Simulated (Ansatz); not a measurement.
## Trial structures of B₂AsH₂: starts and ends

Computed with DFT PBE, scalar-relativistic, plane waves, PAW (Ansatz). Settings: cutoff 420 eV, Γ-centred meshes spaced at most about 0.3 Å⁻¹, and about 0.25 Å⁻¹ or finer for metals (2π included), Gaussian smearing. No spin polarisation in the final relaxations.

Each guess was relaxed in cell and atoms at zero pressure, within the symmetry of its start. These are static total energies at zero pressure. Coordination counts all near atoms (for each partner element, those within 1.25 times its shortest distance or 1.15 times the sum of covalent radii, where it is the nearest in units of that sum or under 1.3; a plus sign parts groups by distance over the sum of covalent radii; the shortest distance is added where it exceeds 1.18 times the sum of covalent radii).

```tsv
guess	made from	start group	V start (Å³/atom)	end group	V end (Å³/atom)	coordination at the end	gap on mesh (eV)	E over the lowest end (meV/atom)
1	CdCu2Se2 type	P-3m1	9.8	P-3m1	12.7	B 4, As 6, H 1	0	0
2	random cell	P6/mmm	10.9	P6/mmm	9.6	B 3, As 8, H 1	0	396
3	random cell	P4/mmm	11.3	P4/mmm	10.2	B 2, As 2+4, H 4 from 1.7 Å	0	588
4	random cell	P4/mmm	13.5	P4/mmm	10.1	B 1+4, As 2+8, H 1	0	832
5	K2PtC2 type	P-3m1	11.4	?	?	?	?	?
6	SrFe2As2 type	Fmmm	10.3	Fmmm	9.0	B 2, As 6, H 4 from 1.7 Å	0	483
7	random cell	P6/mmm	13.1	P6/mmm	19.0	B 3+3, As 6, H 1	0	665
```

Guess 5 as it starts:

```
B H As
1.0
     4.02277    0.00000    0.00000
    -2.01138    3.48382    0.00000
     0.00000    0.00000    4.06677
B H As
2 2 1
Direct
  0.33333 0.66667 0.77824
  0.66667 0.33333 0.22176
  0.00000 0.00000 0.87789
  0.00000 0.00000 0.12211
  0.00000 0.00000 0.50000
```

Q: Fill in the missing row: what does this guess relax into, and where does it rank?

A: It ends in space group P-3m1 (No. 164), with a = 3.340 Å, c = 9.174 Å, 17.7 Å³/atom and no gap. It lies 0.69 eV/atom over the lowest end, above guess 7 and below guess 4. Counting all near atoms, this end has B 3, As 6, H 1 and the lowest (guess 1) has B 4, As 6, H 1. This end holds H–H pairs as short as in free H₂ molecules (shortest 0.75 Å); the lowest (guess 1) holds B–B nets (shortest 1.84 Å).

```
B H As
1.0
     3.34036    0.00000    0.00000
    -1.67018    2.89284    0.00000
     0.00000    0.00000    9.17425
B H As
2 2 1
Direct
  0.33333 0.66667 0.61259
  0.66667 0.33333 0.38741
  0.00000 0.00000 0.95910
  0.00000 0.00000 0.04090
  0.00000 0.00000 0.50000
```

Formation energies are uncorrected and refer to the elements' standard structures at the same level (H₂ as a molecule).

Q: Is the lowest end bound against the elements?

A: No: its formation energy is +0.43 eV/atom. The separate elements lie lower, so it is unstable against them.

Weakly bound directions are ill-defined at this level, which has no dispersion term (P-3m1 at 12.7 Å³/atom, P6/mmm at 9.6 Å³/atom, Fmmm, P4/mmm at 10.2 Å³/atom, P6/mmm at 19.0 Å³/atom and others), and this can change margins and order among such cells. A magnetic state wasn't ruled out in cells without spin, among them P-3m1 at 12.7 Å³/atom, P6/mmm at 9.6 Å³/atom, Fmmm, P4/mmm at 10.2 Å³/atom, P6/mmm at 19.0 Å³/atom and others. The reference form of As is held partly by dispersion forces, which this level lacks. With hydrogen, zero-point motion can shift formation energies by some tens of meV/atom. Cells relaxed within their symmetry can be saddle points. A lower structure may well exist outside this small set. Some structure types and database cells were kept out of the candidates from the start, so a known form may be missing.
